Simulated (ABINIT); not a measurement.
The system is NaI.

```
I Na
1.0
     0.00000    3.23640    3.23640
     3.23640    0.00000    3.23640
     3.23640    3.23640    0.00000
I Na
1 1
Direct
  0.50000 0.50000 0.50000
  0.00000 0.00000 0.00000
```

Base run:

- Program: ABINIT 10.8.3 (patched build)
- Functional: PBE
- Potentials or basis: JTH PAW PBE v2.0
- Cutoff: 1088 eV
- k mesh: 7 × 7 × 7
- Occupations: fermi-dirac, width 0.05 eV
- Spin: no spin polarisation

Its results: band gap on the k mesh 3.64 eV, direct; pressure 0.5 GPa.

The run is repeated on the same cell with these changes: functional from PBE to r2SCAN; cutoff from 1088 eV to 1306 eV; fine-grid cutoff from 1687.11 eV to 1959.22 eV. What comes out?

Band gap on the k mesh 4.42 eV, direct; pressure 0.0 GPa.

Caveats: spin-orbit coupling is left out, which moves the levels of the heavy elements; the PAW data sets were made with another functional, which shifts forces and pressure a little (some runs).
